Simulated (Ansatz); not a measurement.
# MoS2: the cost of one run

All numbers below are computed with Ansatz 0.2.0 (DFT, r2SCAN, no spin polarisation, plane waves, PAW).

## (1) The system as given

The structure is trigonal, space group R3m (No. 160). The conventional cell has a = 3.127 Å, b = 3.127 Å, c = 18.141 Å, α = 90.00°, β = 90.00°, γ = 120.00°. Mo (site symmetry 3m) has 6 S at 2.35 to 2.36 Å as nearest neighbours. S (site symmetry 3m) has 3 Mo at 2.35 Å as nearest neighbours. S (site symmetry 3m) is surrounded by 3 Mo at 2.36 Å.

As a file:

```xyz
3
Lattice="1.5637 0.9028 6.0470 -1.5637 0.9028 6.0470 0.0000 -1.8056 6.0470" Properties=species:S:1:pos:R:3 pbc="T T T"
Mo    0.0000    0.0000    0.0000
S     0.0000    0.0000    4.5353
S     0.0000    0.0000    7.5648
```

It starts from an earlier solution of the starting cell (checkpoint.read).

## (2) The walk to rest

File input.yaml:

```yaml
crystal:
  lattice:
    - [1.56371627, 0.90280862, 6.04702939]
    - [-1.56371627, 0.90280862, 6.04702939]
    - [0.0, -1.80562714, 6.04702939]
  atoms:
    - { symbol: Mo, position: [0.0, 0.0, 0.0] }
    - { symbol: S, position: [0.25, 0.25, 0.25] }
    - { symbol: S, position: [0.417, 0.417, 0.417] }
  symmetry: { tolerance: 0.0003 }
kpoints:
  mp_grid: { grid: [8, 8, 8], shift: [0, 0, 0] }
magnetization:
  spin_polarized: false
scf:
  occupations: { method: methfessel_paxton, width: 0.0294 }
  lower_state_search: "off"
hamiltonian:
  pseudopotentials: { kind: paw }
  xc: r2scan
basis:
  ecutwfc: 500
  fft_grid_basis: typed
relax:
  max_steps: 60
  cell: { p_target: 0.0 }
output:
  forces: true
  stress: true
  eigenvalues: true
  bader: true
  populations: true
  elf: true
  write_potential: true
  volumetric_format: npy
  dos:
    e_range: [-12, 8]
    de: 0.05
    projected: { site_lists: { Mo: [Mo], S: [S] } }
checkpoint:
  read: saved_state
```

The run is started by

```sh
ansatz run input.yaml --threads 2 --pin off --max-ram 2560MiB --backend cpu --events-out ev --progress --plain --runs-dir out
```

**Question.** How long does this run take on 2 threads of Arm Neoverse V1, shared host, and how much memory does it need?

About 80 s, with a peak of 1 GiB.
